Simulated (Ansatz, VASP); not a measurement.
# TiCo: VASP beside Ansatz

The input POSCAR:

```
TiCo
1.0
    3.0072271853      0.0000000000      0.0000000000
    0.0000000000      3.0072271853      0.0000000000
    0.0000000000      0.0000000000      3.0072271853
Ti Co
1 1
Direct
    0.0000000000      0.0000000000      0.0000000000
    0.5000000000      0.5000000000      0.5000000000
```

The input INCAR.step1:

```
SYSTEM = TiCo
PREC = Accurate
ENCUT = 520
ISMEAR = 0
SIGMA = 0.05
LREAL = .FALSE.
LASPH = .TRUE.
NELM = 150
ISPIN = 2
MAGMOM = 0 1.54
LMAXMIX = 4
NBANDS = 22
GGA = PE
ALGO = Normal
EDIFF = 1E-4
LWAVE = .TRUE.
LCHARG = .FALSE.
```

Contents of INCAR.step2:

```
SYSTEM = TiCo
PREC = Accurate
ENCUT = 520
EDIFF = 1E-6
ISMEAR = 0
SIGMA = 0.05
LREAL = .FALSE.
LASPH = .TRUE.
NELM = 150
ALGO = Normal
ISIF = 2
LWAVE = .FALSE.
LCHARG = .FALSE.
ISPIN = 2
MAGMOM = 0 1.54
LORBIT = 11
LMAXMIX = 4
METAGGA = R2SCAN
LMIXTAU = .TRUE.
NBANDS = 22
ISTART = 1
```

File KPOINTS:

```
Automatic mesh
0
G
  16 16 16
  0 0 0
```

Input for Ansatz:

```yaml
crystal:
  lattice:
    - [3.0072271469, 0.0, 0.0]
    - [0.0, 3.0072271469, 0.0]
    - [0.0, 0.0, 3.0072271469]
  atoms:
    - { symbol: Ti, position: [0.0, 0.0, 0.0] }
    - { symbol: Co, position: [0.5, 0.5, 0.5], spin: 1.54 }
basis:
  ecutwfc: 500
  ecutrho_ratio: 4
kpoints:
  mp_grid: { grid: [16, 16, 16] }
hamiltonian:
  xc: r2scan
scf:
  occupations: { method: gaussian, width: 0.05 }
output:
  forces: true
  stress: true
  eigenvalues: true
  populations: true
magnetization:
  spin_polarized: true
```

Alike in both runs: task single point; functional r2SCAN; k mesh 16 × 16 × 16; occupations gaussian, width 0.05 eV; collinear spin.

|  | VASP | Ansatz |
| --- | --- | --- |
| version | VASP 6.6.1 | Ansatz 0.2.0 |
| potentials or method | VASP PAW PBE potentials, release 64 (Ti_sv, Co) | scalar-relativistic, plane waves, PAW |
| plane-wave cutoff (eV) | 520 | 500 |
| valence electrons in the cell | 21 | 29 |

Ansatz gave:

| Property | Result |
| --- | --- |
| gap on the k mesh at the Fermi level (eV) | none |
| pressure (GPa) | -3.0 |
| net moment per atom (μB) | 0.44 |
| size of the moment on the site where the two differ most (μB) | 1.44 |

Q: What did VASP give for the same quantities?

A: gap on the k mesh at the Fermi level (eV): none; pressure (GPa): -2.7; net moment per atom (μB): 0.44; size of the moment on the site where the two differ most (μB): 1.41.

Site moments also hang on the region over which each program counts them. A gap of «none» marks a metal or a gap that the smearing closes. The two sets of potentials don't hold the same shells in valence. Ansatz warned: «stability_check_not_made».

Caveats: the PAW data sets were made with another functional, which shifts forces and pressure a little (VASP).
